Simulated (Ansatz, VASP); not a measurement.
# Two plane-wave programs on Ga

File INCAR:

```
SYSTEM = Ga
  PREC = Accurate
  ENCUT = 520
  EDIFF = 1E-6
  ISMEAR = -1
  SIGMA = 0.05
  LREAL = .FALSE.
  LASPH = .TRUE.
  NELM = 100
  ALGO = Normal
  ISIF = 2
  LWAVE = .FALSE.
  LCHARG = .FALSE.
  GGA = PS
  NBANDS = 12
```

KPOINTS

```
Automatic mesh
0
G
  16 16 16
  0 0 0
```

POSCAR

```
Ga
1.0
   -1.5636257608      1.5636257608      1.5636257608
    1.5636257608     -1.5636257608      1.5636257608
    1.5636257608      1.5636257608     -1.5636257608
Ga
1
Direct
    0.0000000000      0.0000000000      0.0000000000
```

Input for Ansatz:

```yaml
crystal:
  lattice:
    - [-1.5636257608, 1.5636257608, 1.5636257608]
    - [1.5636257608, -1.5636257608, 1.5636257608]
    - [1.5636257608, 1.5636257608, -1.5636257608]
  atoms:
    - { symbol: Ga, position: [0.0, 0.0, 0.0] }
kpoints:
  mp_grid: { grid: [16, 16, 16] }
scf:
  occupations: { method: fermi_dirac, width: 0.05 }
hamiltonian:
  xc: pbesol
  pseudopotentials: { kind: paw }
output:
  forces: true
  stress: true
  eigenvalues: true
  populations: true
  write_density: true
  write_potential: true
  elf: true
  volumetric_format: npy
```

Change from the starting cell: volume scaled by 0.85, PAW files.

Alike in both runs: task single point; functional PBEsol; k mesh 16 × 16 × 16; occupations fermi-dirac, width 0.05 eV; no spin polarisation.

|  | VASP | Ansatz |
| --- | --- | --- |
| version | VASP 6.6.1 | Ansatz 0.2.0 |
| potentials or method | VASP PAW PBE potentials, release 64 (Ga_d) | PAW with Ansatz's default frozen-core files, scalar-relativistic |
| plane-wave cutoff (eV) | 520 | 420 |
| valence electrons in the cell | 13 | 13 |

```tsv
	VASP	Ansatz	Ansatz less VASP
pressure (GPa)	14.1	14.1	-0.06
```

Caveats: the PAW data sets were made with another functional, which shifts forces and pressure a little (VASP).
